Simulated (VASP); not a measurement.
# BaS (Fm-3m) in VASP: a series of runs

The runs below take BaS through single point, with LDA, PBE.

All numbers are computed with VASP 6.6.1; they aren't measurements. Logs are shortened: lines on timing, memory, paths and dates and some standing lists are left out, and cuts for length are marked.

**Experimental background.**

A printed reference work, monograph, original work of 1988 reports, for a bulk crystal of BaS at 2 K: band gap 3.806 eV (indirect).

How close the calculation comes is told below.

**1. The cell of the first run**

The structure is cubic, space group Fm-3m (No. 225). Conventional cell: a = 6.301 Å, b = 6.301 Å, c = 6.301 Å, α = 90.00°, β = 90.00°, γ = 90.00°. Within 4.1 Å of Ba (site symmetry m-3m) lie 6 S at 3.15 Å. Within 4.1 Å of S (site symmetry m-3m) lie 6 Ba at 3.15 Å.

**2. Single point, LDA**

Input file INCAR:

```
ALGO = Normal
EDIFF = 1E-7
ENCUT = 520
ISIF = 2
ISMEAR = -1
LASPH = T
LCHARG = F
LREAL = F
LWAVE = F
NBANDS = 15
NELM = 100
PREC = Accurate
SIGMA = 0.05
```

Input file KPOINTS:

```
k-points
0
Gamma
  7 7 7
```

Input file POSCAR:

```
BaS
1.0
    0.0000000000      3.1505859250      3.1505859250
    3.1505859250      0.0000000000      3.1505859250
    3.1505859250      3.1505859250      0.0000000000
Ba S
1 1
Direct
    0.0000000000      0.0000000000      0.0000000000
    0.5000000000      0.5000000000      0.5000000000
```

Potentials or basis: VASP PAW LDA potentials, release 64 (Ba_sv, S).

Run with:

```bash
cat potpaw_LDA.64/Ba_sv/POTCAR potpaw_LDA.64/S/POTCAR > POTCAR
mpirun -np 1 vasp_std > vasp.out
```

OUTCAR:

```text
EDIFF = 1E-7
   ENCUT = 520
   ISIF = 2
   ISMEAR = -1
   LASPH = T
   LREAL = F
   NELM = 100
   PREC = Accurate

 ion  position               nearest neighbor table
   1  0.000  0.000  0.000-   2 3.15   2 3.15   2 3.15   2 3.15   2 3.15   2 3.15
   2  0.500  0.500  0.500-   1 3.15   1 3.15   1 3.15   1 3.15   1 3.15   1 3.15

  LATTYP: Found a face centered cubic cell.
 ALAT       =     6.3011718500

  Lattice vectors:

 A1 = (   0.0000000000,   3.1505859250,   3.1505859250)
 A2 = (   3.1505859250,   0.0000000000,   3.1505859250)
 A3 = (   3.1505859250,   3.1505859250,   0.0000000000)

Analysis of symmetry for initial positions (statically):
=====================================================================
 Subroutine PRICEL returns:
 Original cell was already a primitive cell.

 Routine SETGRP: Setting up the symmetry group for a
 face centered cubic supercell.

 Subroutine GETGRP returns: Found 48 space group operations
 (whereof 48 operations were pure point group operations)
 out of a pool of 48 trial point group operations.

The static configuration has the point symmetry O_h .

Analysis of symmetry for dynamics (positions and initial velocities):
=====================================================================
 Subroutine PRICEL returns:
 Original cell was already a primitive cell.

 Routine SETGRP: Setting up the symmetry group for a
 face centered cubic supercell.

 Subroutine GETGRP returns: Found 48 space group operations
 (whereof 48 operations were pure point group operations)
 out of a pool of 48 trial point group operations.

The dynamic configuration has the point symmetry O_h .

 Subroutine INISYM returns: Found 48 space group operations
 (whereof 48 operations are pure point group operations),
 and found     1 'primitive' translations

----------------------------------------------------------------------------------------

                                     Primitive cell

  volume of cell :      62.5466

  direct lattice vectors                    reciprocal lattice vectors
     0.000000000  3.150585925  3.150585925    -0.158700639  0.158700639  0.158700639
     3.150585925  0.000000000  3.150585925     0.158700639 -0.158700639  0.158700639
     3.150585925  3.150585925  0.000000000     0.158700639  0.158700639 -0.158700639

  length of vectors
     4.455601345  4.455601345  4.455601345     0.274877570  0.274877570  0.274877570

  position of ions in fractional coordinates (direct lattice)
     0.000000000  0.000000000  0.000000000
     0.500000000  0.500000000  0.500000000

[... 82 lines left out ...]
   NELECT =      16.0000    total number of electrons
   NUPDOWN=      -1.0000    fix difference up-down
   EMIN   =  10.00;   EMAX   =-10.00  energy-range for DOS
   EFERMI =   0.00;   METHOD = LEGACY
   ISMEAR =    -1;   SIGMA  =   0.05  broadening in eV -4-tet -1-fermi 0-gaus
   EFERMI_NEDOS =   21; number of points for ismear=-14 and -15
   IALGO  =     38    algorithm
   IMIX   =      4    mixing-type and parameters
     AMIX     =   0.40;   BMIX     =  1.00
     AMIX_MAG =   1.60;   BMIX_MAG =  1.00
  volume/ion in A,a.u.               =      31.27       211.04
  Fermi-wavevector in a.u.,A,eV,Ry     =   1.039234  1.963868 14.694402  1.080008
  Thomas-Fermi vector in A             =   2.173755
   LORBIT       =      0    0 simple, 1 ext, 2 COOP (PROOUT), +10 PAW based schemes
   GGA     = CA    functional components
   LHFCALC =     F    Hartree Fock is set to
   AEXX    =    0.0000 exact exchange contribution
   IVDW    =     0    specifies the selected vdW correction
   LEPSILON=     F    determine dielectric tensor
   LRPA    =     F    only Hartree local field effects (RPA)
 non-spin polarized calculation
  energy-cutoff  :      520.00
  volume of cell :       62.55
 maximum number of plane-waves:      1705
 NGX is ok and might be reduce to    36
   NGX = 17   NGY = 17   NGZ = 17

 number of electron      15.9999998 magnetization

 Free energy of the ion-electron system (eV)
  ---------------------------------------------------
  ext. energy  EPLUGINS =         0.00000000
  ---------------------------------------------------
  free energy    TOTEN  =       -11.17481737 eV

  energy without entropy =      -11.17481737  energy(sigma->0) =      -11.17481737

 E-fermi :   2.3959     XC(G=0):  -9.1583

 val. band max:        1.4619105210   @ k =   0.0000   0.0000   0.0000
 cond. band min:       3.3506502051   @ k =   0.4286   0.4286   0.0000
 fundamental gap:      1.8887396840
 Fermi energy:         2.3958840885

 k-point     1 :       0.0000    0.0000    0.0000
  band No.  band energies     occupation
      1     -24.4173      2.00000
      2      -9.4848      2.00000
      3      -9.4848      2.00000
      4      -9.4848      2.00000
      5      -8.9177      2.00000
      6       1.4619      2.00000
      7       1.4619      2.00000
      8       1.4619      2.00000
      9       4.9755      0.00000
     10       5.1630      0.00000
     11       5.1630      0.00000
     12       5.1630      0.00000
     13       6.1927      0.00000
     14       6.1927      0.00000
[... 329 lines left out ...]
      2     -10.2739      2.00000
      3      -9.9251      2.00000
      4      -9.7489      2.00000
      5      -8.1078      2.00000
      6       0.2198      2.00000
      7       0.8508      2.00000
      8       0.9489      2.00000
      9       5.2382      0.00000
     10       6.2025      0.00000
     11       7.9781      0.00000
     12       8.6105      0.00000
     13       8.7794      0.00000
     14      10.8043      0.00000
     15      11.7697      0.00000

------------------------ aborting loop because EDIFF is reached ----------------------------------------

  FORCE on cell =-STRESS in cart. coord.  units (eV):
  Direction    XX          YY          ZZ          XY          YZ          ZX
  --------------------------------------------------------------------------------------
  -------------------------------------------------------------------------------------
  Total        0.0167193      0.0167193      0.0167193      0.0000000      0.0000000      0.0000000
  in kB        0.4282780      0.4282780      0.4282780      0.0000000      0.0000000      0.0000000
  external PRESSURE =       0.4282780 kB  Pullay stress =       0.0000000 kB

 VOLUME and BASIS-vectors are now :
 -----------------------------------------------------------------------------
  energy-cutoff  :      520.00
  volume of cell :       62.55
      direct lattice vectors                 reciprocal lattice vectors
     0.000000000  3.150585925  3.150585925    -0.158700639  0.158700639  0.158700639
     3.150585925  0.000000000  3.150585925     0.158700639 -0.158700639  0.158700639
     3.150585925  3.150585925  0.000000000     0.158700639  0.158700639 -0.158700639

 POSITION                                       TOTAL-FORCE (eV/Angst)
 -----------------------------------------------------------------------------------
      0.00000      0.00000      0.00000         0.000000     -0.000000      0.000000
      3.15059      3.15059      3.15059         0.000000      0.000000     -0.000000
 -----------------------------------------------------------------------------------
    total drift:                                0.000000      0.000000      0.000000

  FREE ENERGIE OF THE ION-ELECTRON SYSTEM (eV)
  ---------------------------------------------------
  free  energy   TOTEN  =       -11.1748173699 eV

  energy  without entropy=      -11.1748173695  energy(sigma->0) =      -11.17481737
```

OSZICAR:

```text
N       E                     dE             d eps       ncg     rms          rms(c)
DAV:   1     0.816505417416E+02    0.81651E+02   -0.70266E+03   600   0.942E+02
DAV:   2    -0.708611240188E+01   -0.88737E+02   -0.79988E+02   841   0.167E+02
DAV:   3    -0.116132210375E+02   -0.45271E+01   -0.44907E+01   786   0.398E+01
DAV:   4    -0.116904355705E+02   -0.77215E-01   -0.77190E-01   810   0.538E+00
DAV:   5    -0.116922996417E+02   -0.18641E-02   -0.18641E-02   838   0.621E-01    0.514E+00
DAV:   6    -0.112034339541E+02    0.48887E+00   -0.63770E-01   677   0.482E+00    0.357E+00
DAV:   7    -0.111799644785E+02    0.23469E-01   -0.13435E-01   769   0.202E+00    0.200E+00
DAV:   8    -0.111756235465E+02    0.43409E-02   -0.19669E-02   684   0.812E-01    0.226E-01
DAV:   9    -0.111746817641E+02    0.94178E-03   -0.25064E-03   719   0.305E-01    0.124E-01
DAV:  10    -0.111748386912E+02   -0.15693E-03   -0.23072E-04   691   0.109E-01    0.325E-02
DAV:  11    -0.111748165801E+02    0.22111E-04   -0.60780E-05   768   0.467E-02    0.110E-02
DAV:  12    -0.111748173061E+02   -0.72602E-06   -0.54495E-06   670   0.132E-02    0.904E-03
DAV:  13    -0.111748173699E+02   -0.63857E-07   -0.34629E-07   768   0.362E-03
   1 F= -.11174817E+02 E0= -.11174817E+02  d E =-.465792E-09
```

stdout:

```text
POSCAR found type information on POSCAR BaS
 POSCAR found :  2 types and       2 ions
 scaLAPACK will be used
 LDA part: xc-table for (Slater(with rela. corr.)+CA(PZ))
 , standard interpolation
 POSCAR, INCAR and KPOINTS ok, starting setup
 FFT: planning ... GRIDC
 FFT: planning ... GRID_SOFT
 FFT: planning ... GRID
 WAVECAR not read
 entering main loop
```

Wall time 26 s (1 thread of Intel Xeon 8259CL, shared host); peak memory 0.18 GiB.

Results:

- Free energy: -11.1748 eV
- Pressure: 0.0 GPa
- Band gap on the k mesh: 1.89 eV, indirect (least direct gap 2.02 eV)

Levels at points of the mesh, in eV from the valence-band top:
```csv
k point,band 5,band 6,band 7,band 8,band 9,band 10,band 11,band 12
"(0.00, 0.00, 0.00)",-10.38,0.00,0.00,0.00,3.51,3.70,3.70,3.70
```

Caveat: spin-orbit coupling is left out, which moves the levels of the heavy elements.

**3. Single point, PBE**

Input file INCAR:

```
SYSTEM = BaS
ALGO = Normal ; EDIFF = 1E-6
ENCUT = 520 ; GGA = PE
ISIF = 2 ; ISMEAR = -1
LASPH = .True. ; LCHARG = .False.
LREAL = .False. ; LWAVE = .False.
NBANDS = 15 ; NELM = 60
PREC = Accurate ; SIGMA = 0.05
```

Input file KPOINTS:

```
k-points
0
Gamma
  7 7 7
  0 0 0
```

POSCAR is that of step 2.

Potentials or basis: VASP PAW PBE potentials, release 64 (Ba_sv, S).

Run with:

```bash
cat potpaw_PBE.64/Ba_sv/POTCAR potpaw_PBE.64/S/POTCAR > POTCAR
mpirun -np 1 vasp_std > vasp.out
```

Run time: 35 s. Hardware: 1 thread of Intel Xeon 8259CL, shared host; peak memory 0.2 GiB.

It converged, with:

```
Free energy            : -10.1444 eV
Pressure               : 3.6 GPa
Band gap on the k mesh : 2.09 eV, indirect (least direct gap 2.22 eV)
```

Levels at points of the mesh, in eV from the valence-band top:
| k point | band 6 | band 7 | band 8 | band 9 | band 10 | band 11 |
| --- | --- | --- | --- | --- | --- | --- |
| (0.00, 0.00, 0.00) | 0.00 | 0.00 | 0.00 | 3.80 | 3.87 | 3.87 |

Caveat: spin-orbit coupling is left out, which moves the levels of the heavy elements.

**4. Comparison with measurements**

Step 2. A measured gap of BaS is 3.806 eV (indirect; 2 K; a printed reference work, monograph, original work of 1988); the calculated 1.89 eV misses it by -1.92 eV. So large a miss can be the level of theory's own, or it may mean another phase, state or a wrong row. Spin-orbit coupling on Ba is left out. The value is that of LDA on a finite k mesh, which can miss the band edges, without temperature or zero-point motion. Semilocal functionals fall short of measured gaps as a rule.
